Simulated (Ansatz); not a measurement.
Molecular dynamics on a 2×2×2 supercell (16 atoms) of SnO (zincblende), relaxed with r2SCAN. Forces come from PBE in the plane-wave code Ansatz: a Nosé-Hoover thermostat at fixed volume, 300 K, steps of 3 fs. Classical nuclei, no spin polarisation; a few dozen steps show the first response, not equilibrium. The structure comes from a prototype and may be hypothetical.

```yaml
crystal:
  lattice:
    - [0.0, 5.4164294352, 5.4164294352]
    - [5.4164294352, 0.0, 5.4164294352]
    - [5.4164294352, 5.4164294352, 0.0]
  atoms:
    - { symbol: Sn, position: [0.0, 0.0, 0.0] }
    - { symbol: O, position: [0.125, 0.125, 0.125] }
    - { symbol: Sn, position: [0.0, 0.0, 0.5] }
    - { symbol: O, position: [0.125, 0.125, 0.625] }
    - { symbol: Sn, position: [0.0, 0.5, 0.0] }
    - { symbol: O, position: [0.125, 0.625, 0.125] }
    - { symbol: Sn, position: [0.0, 0.5, 0.5] }
    - { symbol: O, position: [0.125, 0.625, 0.625] }
    - { symbol: Sn, position: [0.5, 0.0, 0.0] }
    - { symbol: O, position: [0.625, 0.125, 0.125] }
    - { symbol: Sn, position: [0.5, 0.0, 0.5] }
    - { symbol: O, position: [0.625, 0.125, 0.625] }
    - { symbol: Sn, position: [0.5, 0.5, 0.0] }
    - { symbol: O, position: [0.625, 0.625, 0.125] }
    - { symbol: Sn, position: [0.5, 0.5, 0.5] }
    - { symbol: O, position: [0.625, 0.625, 0.625] }
kpoints:
  mp_grid: { grid: [2, 2, 2] }
hamiltonian:
  xc: pbe
scf:
  occupations: { method: fermi_dirac, width: 0.026 }
md:
  ensemble: nvt_nose_hoover
  temperature: 300
  timestep: 3.0
  n_steps: 20
  initial_velocities: maxwell_boltzmann
  seed: 2839
```

Command: `ansatz run input.yaml --threads 4 --pin off --max-ram 3686MiB --backend cpu --events-out ev --progress --plain --runs-dir out`. Wall time 75 s on 4 threads of Arm Neoverse V1, with other jobs on the host, load about 0.5 per core; peak host memory 1.1 GiB.

Q: How do temperature and energy develop?

A: The temperature starts at 300 K, is lowest at step 12 (257 K, 36 fs) and ends at 464 K. The free energy ends below that of the starting lattice, which is therefore no minimum: the cell is distorting and heats up. By the last step the atoms have moved 0.29 Å in the root mean square, the drift of the whole cell taken out, 0.65 Å at most.

| step | t (fs) | T (K) | free energy F from step 0 (meV/atom) | kinetic energy (meV/atom) | largest force (eV/Å) |
| --- | --- | --- | --- | --- | --- |
| 0 | 0 | 300 | 0.0 | 36.4 | 0.00 |
| 1 | 3 | 300 | -0.1 | 36.4 | 0.09 |
| 2 | 6 | 301 | -0.2 | 36.5 | 0.17 |
| 3 | 9 | 302 | -0.3 | 36.6 | 0.22 |
| 4 | 12 | 302 | -0.3 | 36.6 | 0.30 |
| 5 | 15 | 300 | -0.1 | 36.4 | 0.39 |
| 6 | 18 | 296 | 0.4 | 35.9 | 0.48 |
| 7 | 21 | 290 | 1.2 | 35.1 | 0.57 |
| 8 | 24 | 282 | 2.2 | 34.1 | 0.66 |
| 9 | 27 | 273 | 3.2 | 33.1 | 0.74 |
| 10 | 30 | 266 | 4.2 | 32.2 | 0.80 |
| 11 | 33 | 260 | 4.9 | 31.5 | 0.85 |
| 12 | 36 | 257 | 5.2 | 31.2 | 0.88 |
| 13 | 39 | 259 | 5.0 | 31.4 | 0.90 |
| 14 | 42 | 266 | 4.2 | 32.2 | 1.03 |
| 15 | 45 | 279 | 2.7 | 33.8 | 1.15 |
| 16 | 48 | 299 | 0.4 | 36.3 | 1.26 |
| 17 | 51 | 327 | -2.9 | 39.6 | 1.33 |
| 18 | 54 | 363 | -7.2 | 44.0 | 1.35 |
| 19 | 57 | 409 | -12.7 | 49.6 | 1.28 |
| 20 | 60 | 464 | -19.4 | 56.2 | 1.14 |

Positions (Å) and forces (eV/Å) at step 20:
```
Sn  -0.018   0.000  -0.043    -0.029  -0.714   0.296
O    1.191   1.195   1.332    -0.313   0.354   0.145
Sn   2.685   2.761   0.016     0.256  -0.068   0.059
O    3.923   4.038   1.486    -0.753  -0.272   0.012
Sn   2.787   0.085   2.670    -0.040  -0.250  -0.314
O    4.150   1.389   4.316    -0.119   0.568   0.287
Sn   5.355   2.699   2.859    -0.211   0.398   0.050
O    6.873   4.125   3.831     0.443   0.289   0.053
Sn   0.007   2.613   2.653    -0.116  -0.166   0.127
O    1.606   4.650   4.147     0.268  -0.591   0.598
Sn   2.667   5.385   2.654     0.527   0.518  -0.866
O    4.153   6.409   3.709     0.187   0.331  -0.222
Sn   2.611   2.726   5.442    -0.054   0.111  -0.204
O    3.966   4.003   6.587    -0.061  -0.491  -0.029
Sn   5.582   5.397   5.388    -0.378   0.005  -0.022
O    6.560   6.687   7.299     0.395  -0.022   0.033
```
